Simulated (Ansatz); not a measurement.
# AlNi (Pm-3m) in Ansatz: a series of runs, part 2 of 2

Ansatz 0.2.0. Earlier steps stand in the parts before.

### 5 Single point, PBEsol, collinear spin, ferromagnetic start

The input, input.yaml:

```yaml
crystal:
  lattice:
    - [2.881, 0.0, 0.0]
    - [0.0, 2.881, 0.0]
    - [0.0, 0.0, 2.881]
  atoms:
    - { symbol: Ni, position: [0.5, 0.5, 0.5], spin: 1.5 }
    - { symbol: Al, position: [0.0, 0.0, 0.0] }
hamiltonian:
  xc: pbesol
  pseudopotentials: { kind: paw }
magnetization:
  spin_polarized: true
  initial_magnetization: 1.5
  spin_locking: { lock_magnetization: hard }
kpoints:
  mp_grid: { grid: [8, 8, 8] }
scf:
  occupations: { method: fermi_dirac, width: 0.05 }
  lower_state_search: "off"
output:
  forces: true
  stress: true
  eigenvalues: true
```

Potentials or basis: Ansatz PAW.

Run with:

```
> ansatz run input.yaml --threads 2 --pin off --max-ram 5632MiB --backend cpu --events-out ev --progress --plain --runs-dir out
```

What it wrote:

```text
Warning: output.stress: scf.convergence.dr2_threshold = 1e-7 eV (the SCF's general default) is looser than the 2e-10 eV advised for a printed stress (1e-10 eV for each atom of the cell: 2). What an SCF threshold leaves in a stress goes as its square root, and in the free energy as the threshold itself, and one threshold admits the most on a small cell: of the crystals measured, under no hybrid functional and no lock of the moments, on runs that ended without the residual-converged pass, on stresses that held no estimate of that error, the worst erred by over 100 MPa in a component at 1e-7 eV an atom and by under 5 at 1e-10. Set scf.convergence.dr2_threshold to 2e-10 eV or tighter. The threshold is an SCF's pass mark: one that does not reach it within its budget of iterations ends unconverged, or closes short of it on a stop that the run arms, and scf.convergence.dr2_threshold's page says what that costs each kind of run
Warning: RAYON_NUM_THREADS=2 ignored (pool sized by the plan → 2); use --threads N
Engine: ansatz 0.2.0, aarch64-unknown-linux-gnu
Pseudopotentials: kind: paw
Pseudopotential: Ni, paw, valence charge 18, recommended cutoff 420 eV (normal), Ni.paw.azcp
Pseudopotential: Al, paw, valence charge 3, recommended cutoff 420 eV (normal), Al.paw.azcp
Functional definition: PBEsol
  exchange = pbesol_x
  correlation = pbesol_c
Crystal: 2 atoms, lattice volume = 23.913 Å³
Basis set: ecut = 420 eV, 461 PW (Γ), exchange–correlation on 40×40×40 points (8 copies of the dense FFT grid, shifted against one another)
Bands: 16, of which v1, the nominal top of the filled ones, is band 11 counted from 1 (10 counted from 0)
Symmetry: 48 space group operations
Space group: Pm-3m (ITA 221), of the structure as read, at distance tolerance 2.9e-5 Å
Magnetic group: BNS 221.92 (UNI 1594), of the structure as read, at distance tolerance 2.9e-5 Å
k-points: 35 of 512
Non-local potential: Ni, projectors of the file, l = 0: 3, l = 1: 2, l = 2: 3, l = 3: 1
Non-local potential: Al, projectors of the file, l = 0: 2, l = 1: 2, l = 2: 1
PAW form: soft (Blöchl's): semilocal exchange-correlation on the pseudo side does not see the compensation charge
PAW frozen core: Ni, regenerated for the run's functional, and the local potential with it (the file was generated under x = pbe(κ = 0.804, μ = 0.2195149727645171), c = pbe(β = 0.06672455060314922))
PAW frozen core: Al, regenerated for the run's functional, and the local potential with it (the file was generated under x = pbe(κ = 0.804, μ = 0.2195149727645171), c = pbe(β = 0.06672455060314922))
PAW one-centre angular grid: Ni, 590 points (default); XC on 64 Gauss nodes
PAW one-centre angular grid: Al, 110 points (default); XC on 64 Gauss nodes
Initial density: superposition of atomic densities (chi_scale 0.1, normalization cell)
Starting moments: Σ|m| = 1.5 μB on 1 of 2 sites
Initial wavefunctions: pseudopotential atomic-orbital guess
Functional: x = pbesol(κ = 0.804, μ = 0.12345679012345678), c = pbesol(β = 0.046)
iter 1 solved again at ethr=2.41e-3 eV; its pass at ethr=3.10e-3 eV (dr2=5.06e-1 eV) is discarded
SCF iter   1: F=—  HF=-6329.670241 eV  |F-HF|=—  |Δ(HF+E_count)|=         —  Δρ=5.66e-2 (↑2.62e-2 ↓5.66e-2)  dr2=5.06e-1  dr2_m=3.26e-1  M=1.500 μB ∫|m|=1.500 μB  β_m=0.30  ethr=2.41e-3  ⟨swp⟩=1.0  Hψ=6685  notcnv=0
preconditioner: auto → none  [metal: Δε(μ)=0.059 eV  Ē_g=10.423 eV  σ=0.050 eV  W_gap=0.28  n_scr=6 (ndim 8)  ℏωp=27.4 eV  f_vac=0.000  D(μ)=1.13/eV (n_scr^D=6)  sad-step TF]
SCF iter   2: F=—  HF=-6329.666459 eV  |F-HF|=—  |Δ(HF+E_count)|=   3.78e-3  Δρ=3.26e-2 (↑2.75e-2 ↓3.26e-2)  dr2=2.10e-1  dr2_m=1.60e-1  M=1.500 μB ∫|m|=1.500 μB  β_m=0.57  ethr=2.41e-3  ⟨swp⟩=2.0  Hψ=1486  notcnv=0
SCF iter   3: F=—  HF=-6329.802584 eV  |F-HF|=—  |Δ(HF+E_count)|=   1.36e-1  Δρ=6.64e-2 (↑2.52e-2 ↓6.64e-2)  dr2=1.37e0  dr2_m=9.47e-2  M=1.500 μB ∫|m|=1.500 μB  β_m=0.17  ethr=1.00e-3  ⟨swp⟩=2.3  Hψ=2369  notcnv=0  defer=20  recentre
SCF iter   4: F=—  HF=-6329.637149 eV  |F-HF|=—  |Δ(HF+E_count)|=   1.65e-1  Δρ=1.94e-2 (↑1.94e-2 ↓1.55e-2)  dr2=7.82e-2  dr2_m=4.74e-2  M=1.500 μB ∫|m|=1.500 μB  β_m=0.47  ethr=1.00e-3  ⟨swp⟩=2.5  Hψ=2366  notcnv=0  defer=52
SCF iter   5: F=—  HF=-6329.606746 eV  |F-HF|=—  |Δ(HF+E_count)|=   3.04e-2  Δρ=3.38e-3 (↑1.88e-3 ↓3.38e-3)  dr2=4.15e-3  dr2_m=1.59e-4  M=1.500 μB ∫|m|=1.500 μB  β_m=0.73  ethr=3.73e-4  ⟨swp⟩=2.7  Hψ=2231  notcnv=0  defer=56
SCF iter   6: F=—  HF=-6329.607241 eV  |F-HF|=—  |Δ(HF+E_count)|=   4.95e-4  Δρ=2.20e-3 (↑1.37e-3 ↓2.20e-3)  dr2=1.91e-3  dr2_m=4.78e-5  M=1.500 μB ∫|m|=1.500 μB  β_m=0.86  ethr=1.98e-5  ⟨swp⟩=1.3  Hψ=1107  notcnv=0  defer=56
SCF iter   7: F=—  HF=-6329.607026 eV  |F-HF|=—  |Δ(HF+E_count)|=   2.15e-4  Δρ=9.30e-5 (↑2.41e-5 ↓9.30e-5)  dr2=6.87e-7  dr2_m=7.19e-7  M=1.500 μB ∫|m|=1.500 μB  β_m=0.92  ethr=9.11e-6  ⟨swp⟩=1.9  Hψ=1289  notcnv=0  defer=57
SCF iter   8: F=—  HF=-6329.607024 eV  |F-HF|=—  |Δ(HF+E_count)|=   2.55e-6  Δρ=5.60e-5 (↑1.42e-5 ↓5.60e-5)  dr2=8.13e-7  dr2_m=1.03e-7  M=1.500 μB ∫|m|=1.500 μB  β_m=0.96  ethr=4.76e-10  ⟨swp⟩=7.9  Hψ=5331  notcnv=0
SCF iter   9: F=-6329.607024 eV  HF=-6329.607024 eV  |F-HF|=7.73e-11  |Δ(HF+E_count)|=   9.03e-8  Δρ=1.89e-6 (↑1.89e-6 ↓1.75e-6)  dr2=9.82e-11  dr2_m=6.85e-10  M=1.500 μB ∫|m|=1.500 μB  ethr=4.76e-10  ⟨swp⟩=3.3  Hψ=4031  notcnv=0
SCF 1 converged in 9 iterations: F = -6329.607024 eV  dr2 = 9.82e-11
SCF converged after 9 iterations
Stability checked in part: among states of this total moment the steps that led to this state did not find it unstable. No probe was made; neither looks for a lower state of another moment (fixed_total_moment; see scf.lower_state_search)
Magnetization: 1.5000 μB (11.2500 up, 9.7500 down)
Absolute magnetization: 1.5000 μB (∫|ρ↑−ρ↓|, with the PAW one-centre terms)
Spin contamination: 0.0019 ħ² per cell (⟨S²⟩ above its minimum at these occupations)
Per-site moments (μB) at R_I (Å): [(1.0304836147374061, 1.0291954151749743), (0.15735399040733064, 1.0291954151749743)]
Free energy (F): -6329.607024 eV
Harris-Foulkes:  -6329.607024 eV  (|F-HF|=7.73e-11)
Internal energy: -6329.598050 eV  (E = F + TS)
E sigma→0 (E₀):  -6329.602537 eV
Entropy (-TS):   -0.008973 eV (-4.487 meV/atom)
Fermi energy:    14.212144 (↑ 16.008651, ↓ 12.415637) eV
--- Per-component energies (eV) ---
  E_band       = -346.164898
  E_kinetic    = 309.635274
  E_local      = -4430.336847  (includes V_loc(G=0)·N_el)
  E_nonlocal   = 645.502839
  E_hartree    = 1897.756253
  E_xc         = -125.785818
  E_vxc        = -140.973575  (∫ρ·V_xc dr)
  E_paw        = -2048.972277  (= ΣΔE_a)
  E_vpaw       = -525.504864  (= ΣTr[D̂ρ^β])
  E_aug_tail   = 0.000473  (compensation charges beyond the density's cutoff)
  E_ewald      = -2577.614375
  E_core_change = 0.216428  (= ΣΔE_core)
  E_smearing   = -0.008973  (= −TS)
  E_closure    = -0.000000  (closes the sum)
  Σ components = -6329.607024   (vs F -6329.607024, Δ=0.00e0)
--- Forces (eV/Å), atoms counted from 1 ---
  atom   1  Ni     0.00000000    -0.00000000     0.00000000
  atom   2  Al    -0.00000000     0.00000000     0.00000000
  max |Σ_I F_I| component: 1.16e-28 eV/Å
--- Stress (GPa, compression-positive) ---
        7.052323      -0.000000       0.000000
       -0.000000       7.052323       0.000000
        0.000000       0.000000       7.052323
  P = ⅓ Tr σ = 7.0523 GPa (70.523 kbar)
--- Band table (eV; the first three rows and the last of 70) ---
  k-point 0 ↑: bands = ["-90.3586", "-50.8757", "-50.8757", "-50.8757", "2.4663", "9.5813", "9.5813", "11.3974", "11.3974", "11.3974", "19.0956", "19.0956", "19.0956", "21.5531", "21.5531", "27.2607"]
  k-point 1 ↑: bands = ["-90.3584", "-50.8790", "-50.8755", "-50.8755", "2.7537", "9.5853", "9.6364", "11.2910", "11.2910", "11.4093", "16.7883", "19.4589", "19.4589", "21.5982", "23.4801", "28.3214"]
  k-point 2 ↑: bands = ["-90.3579", "-50.8868", "-50.8749", "-50.8749", "3.6017", "9.4178", "9.7727", "11.0535", "11.0535", "11.4379", "14.0384", "20.4711", "20.4711", "21.7245", "25.1885", "29.0409"]
  k-point 34 ↓: bands = ["-89.2512", "-49.8158", "-49.8158", "-49.8158", "9.7731", "9.7731", "9.7731", "12.9726", "12.9726", "16.0126", "16.0126", "16.0126", "17.9273", "18.4694", "18.4694", "18.4694"]
```

Wall time 1.4 s (2 threads of Arm Neoverse V1, shared host); peak memory 0.27 GiB.

What came out:

```yaml
Free_energy: -6329.6070 eV
Pressure: 7.1 GPa
Net_moment: 1.50 μB per cell
Absolute_moment: 1.50 μB per cell
Site_moments: Ni +1.03; Al +0.16 μB
```

Caveat: the total moment is fixed, so each spin has its own Fermi level; the PAW data sets come from PBE, with cores solved anew for the run's functional, which leaves a small shift of forces and pressure; the thresholds are loose for stress.

### 6 Single point, PBEsol, collinear spin, ferromagnetic start

input.yaml, as its differences from that of step 5:

```diff
@@ -6,3 +6,3 @@
   atoms:
-    - { symbol: Ni, position: [0.5, 0.5, 0.5], spin: 1.5 }
+    - { symbol: Ni, position: [0.5, 0.5, 0.5], spin: 2.0 }
     - { symbol: Al, position: [0.0, 0.0, 0.0] }
@@ -13,3 +13,3 @@
   spin_polarized: true
-  initial_magnetization: 1.5
+  initial_magnetization: 2.0
   spin_locking: { lock_magnetization: hard }
```

Potentials or basis: Ansatz PAW.

Run with:

```
> ansatz run input.yaml --threads 2 --pin off --max-ram 5632MiB --backend cpu --events-out ev --progress --plain --runs-dir out
```

What it wrote:

```text
Warning: output.stress: scf.convergence.dr2_threshold = 1e-7 eV (the SCF's general default) is looser than the 2e-10 eV advised for a printed stress (1e-10 eV for each atom of the cell: 2). What an SCF threshold leaves in a stress goes as its square root, and in the free energy as the threshold itself, and one threshold admits the most on a small cell: of the crystals measured, under no hybrid functional and no lock of the moments, on runs that ended without the residual-converged pass, on stresses that held no estimate of that error, the worst erred by over 100 MPa in a component at 1e-7 eV an atom and by under 5 at 1e-10. Set scf.convergence.dr2_threshold to 2e-10 eV or tighter. The threshold is an SCF's pass mark: one that does not reach it within its budget of iterations ends unconverged, or closes short of it on a stop that the run arms, and scf.convergence.dr2_threshold's page says what that costs each kind of run
Warning: RAYON_NUM_THREADS=2 ignored (pool sized by the plan → 2); use --threads N
[... 7 set-up lines as earlier in the session ...]
Crystal: 2 atoms, lattice volume = 23.913 Å³
[... 57 lines left out ...]
--- Forces (eV/Å), atoms counted from 1 ---
  atom   1  Ni     0.00000000    -0.00000000    -0.00000000
  atom   2  Al    -0.00000000     0.00000000    -0.00000000
  max |Σ_I F_I| component: 2.05e-29 eV/Å
--- Stress (GPa, compression-positive) ---
       15.717927       0.000000       0.000000
       -0.000000      15.717927       0.000000
        0.000000       0.000000      15.717927
  P = ⅓ Tr σ = 15.7179 GPa (157.179 kbar)
--- Band table (eV; the first three rows and the last of 70) ---
  k-point 0 ↑: bands = ["-90.7903", "-51.2982", "-51.2982", "-51.2982", "2.3714", "9.2501", "9.2501", "11.0179", "11.0179", "11.0179", "19.0080", "19.0080", "19.0080", "21.4215", "21.4215", "27.1560"]
  k-point 1 ↑: bands = ["-90.7901", "-51.3014", "-51.2979", "-51.2979", "2.6589", "9.2628", "9.3024", "10.9165", "10.9165", "11.0293", "16.6638", "19.3673", "19.3673", "21.4748", "23.3731", "28.2202"]
  k-point 2 ↑: bands = ["-90.7896", "-51.3091", "-51.2974", "-51.2974", "3.5069", "9.1408", "9.4316", "10.6888", "10.6888", "11.0568", "13.8508", "20.3719", "20.3719", "21.6246", "25.0892", "28.9455"]
  k-point 34 ↓: bands = ["-89.4015", "-49.9623", "-49.9623", "-49.9623", "9.7542", "9.7542", "9.7542", "12.8426", "12.8426", "16.1017", "16.1017", "16.1017", "18.1295", "18.5337", "18.5337", "18.5337"]
```

Run time: 1.3 s. Hardware: 2 threads of Arm Neoverse V1, shared host; peak memory 0.27 GiB.

What came out:

| Quantity | Value |
| --- | --- |
| Free energy | -6328.5851 eV |
| Pressure | 15.7 GPa |
| Net moment | 2.00 μB per cell |
| Absolute moment | 2.00 μB per cell |
| Site moments | Ni +1.31; Al +0.24 μB |

Caveat: the total moment is fixed, so each spin has its own Fermi level; the PAW data sets come from PBE, with cores solved anew for the run's functional, which leaves a small shift of forces and pressure; the thresholds are loose for stress.

### 7 Summary

| fixed moment (μB) | pressure (GPa) | moment (μB) |
| --- | --- | --- |
| 0.8 | -0.9 | 0.80 |
| 1.0 | 0.5 | 1.00 |
| 1.2 | 2.6 | 1.20 |
| 1.5 | 7.1 | 1.50 |
| 2.0 | 15.7 | 2.00 |

Alike in all rows: task single point; level PBEsol; potentials or basis Ansatz PAW; spin collinear, ferromagnetic start; cell as given; k mesh 8 × 8 × 8; cutoff (eV) 420; smearing fermi-dirac 0.05 eV.

Caveats: the total moment is fixed, so each spin has its own Fermi level; the PAW data sets come from PBE, with cores solved anew for the run's functional, which leaves a small shift of forces and pressure; the thresholds are loose for stress.

Total energies depend on the potentials used, so only differences within one code and one set of settings carry meaning.
